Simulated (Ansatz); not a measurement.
A run on Yb (bcc type): DFT, PBE, norm-conserving pseudopotentials, Ansatz's default files, scalar-relativistic (Ansatz 0.2.0).

Command: `ansatz run input.yaml --threads 1 --pin off --max-ram 3072MiB --backend cpu --events-out ev --progress --plain --runs-dir out`

```yaml
crystal:
  lattice:
    - [-1.6822659052, 1.6822659052, 1.6822659052]
    - [1.6822659052, -1.6822659052, 1.6822659052]
    - [1.6822659052, 1.6822659052, -1.6822659052]
  atoms:
    - { symbol: Yb, position: [0.0, 0.0, 0.0] }
kpoints:
  mp_grid: { grid: [14, 14, 14] }
scf:
  occupations: { method: fermi_dirac, width: 0.08 }
hamiltonian:
  xc: pbe
  pseudopotentials: { kind: nc }
output:
  forces: true
  stress: true
  eigenvalues: true
```

Question: How does the run end?

Answer: It is refused before any iteration. The log ends:
```
Error: no pseudopotential record for Yb at <dir> Nothing was run.
  By this build's list the table `kind: nc`, `accuracy: standard` of `hamiltonian.pseudopotentials` has no Yb in this build's library.
Fix: take Yb from another table that serves this run, or name a record of your own for Yb alone.
  `kind`, and `accuracy` or `source` (`level` with this project's own files alone, `core` of norm-conserving files with no table named), under `hamiltonian.pseudopotentials` apply to every element of the deck. For PBE this build's library has files of Yb, which may not all serve this run, under
    kind: nc       accuracy: lanthanide_3plus (`lanthanide_3plus` for 3+ ions alone)
    kind: paw      source: ansatz or jth, or accuracy: standard or stringent (the limits of `source: ansatz`: that key's Limitations)
  To change Yb alone, name a record of the deck's `kind` under `hamiltonian.pseudopotentials.azcp`, as `Yb: <path>` (`python -m ansatz.pseudopotential add <file.upf> <file.azcp>` makes one from a UPF file).
  `python` is the interpreter of the environment that holds the engine's wheel, or a checkout's `.venv/bin/python`.
```
